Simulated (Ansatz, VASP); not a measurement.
# One calculation of TaN, two programs

File INCAR:

```
SYSTEM = TaN
PREC = Accurate
ENCUT = 520
EDIFF = 1E-7
ISMEAR = 0
SIGMA = 0.05
LREAL = .FALSE.
LASPH = .TRUE.
NELM = 150
ALGO = Normal
ISIF = 2
LWAVE = .FALSE.
LCHARG = .FALSE.
ISPIN = 2
MAGMOM = 2 2 0 0
LORBIT = 11
LMAXMIX = 4
LDAU = .TRUE.
LDAUTYPE = 2
LDAUL = 2 -1
LDAUU = 7 0
LDAUJ = 0 0
LDAUPRINT = 1
GGA = CA
NBANDS = 28
```

File KPOINTS:

```
regular mesh
0
G
  7 7 7
  0 0 0
```

Contents of POSCAR:

```
TaN
1.0
    0.0000000000      2.1790013100      2.1790013100
    4.3580026200      2.1790013100      2.1790013100
    4.3580026200      4.3580026200      0.0000000000
Ta N
2 2
Direct
    0.5000000000      0.5000000000      0.0000000000
    0.5000000000      0.5000000000      0.5000000000
    0.0000000000      0.0000000000      0.0000000000
    0.0000000000      0.0000000000      0.5000000000
```

Input for Ansatz:

```yaml
crystal:
  lattice:
    - [0.0, 2.17900131, 2.17900131]
    - [4.35800262, 2.17900131, 2.17900131]
    - [4.35800262, 4.35800262, 0.0]
  atoms:
    - { symbol: Ta, position: [0.5, 0.5, 0.0], spin: 2.0 }
    - { symbol: "N", position: [0.0, 0.0, 0.0] }
    - { symbol: Ta, position: [0.5, 0.5, 0.5], spin: 2.0 }
    - { symbol: "N", position: [0.0, 0.0, 0.5] }
basis:
  ecutwfc: 420
  ecutrho_ratio: 4
kpoints:
  mp_grid: { grid: [7, 7, 7] }
hamiltonian:
  xc: lda
  hubbard:
    sites: [{ site: 0, l: d, u_eff: 7.0 }, { site: 2, l: d, u_eff: 7.0 }]
scf:
  occupations: { method: gaussian, width: 0.05 }
  lower_state_search: "off"
  max_iter: 150
output:
  forces: true
  stress: true
  eigenvalues: true
  populations: true
  hubbard: { sites: [{ site: 0, l: d }, { site: 2, l: d }] }
magnetization:
  spin_polarized: true
```

Alike in both runs: task single point; functional LDA; k mesh 7 × 7 × 7; occupations gaussian, width 0.05 eV; collinear spin; Hubbard terms Ta d U = 7.0 eV.

|  | VASP | Ansatz |
| --- | --- | --- |
| version | VASP 6.6.1 | Ansatz 0.2.0 |
| potentials or method | VASP PAW LDA potentials, release 64 (Ta_pv, N) | scalar-relativistic, plane waves, PAW |
| plane-wave cutoff (eV) | 520 | 420 |
| valence electrons in the cell | 32 | 36 |

VASP gave:

* gap on the k mesh at the Fermi level (eV): none
* pressure (GPa): 22.8
* largest component of the traceless stress (GPa): 0.10
* net moment per atom (μB): 0.00
* size of the moment on the site where the two differ most (μB): 0.00

Q: What did Ansatz give for the same quantities?

A: gap on the k mesh at the Fermi level (eV): none; pressure (GPa): 4.3; largest component of the traceless stress (GPa): 0.04; net moment per atom (μB): 0.04; size of the moment on the site where the two differ most (μB): 0.04.

Site moments also hang on the region over which each program counts them. The programs project onto different local orbitals, so the same U acts differently. A gap of «none» marks a metal or a gap that the smearing closes. The two sets of potentials don't hold the same shells in valence. Ansatz warned: «filled_band_counts_differ_across_k_points».

The runs have no spin-orbit coupling, so splittings on Ta are missing. The state reached can hang on the start; a lower one may exist.
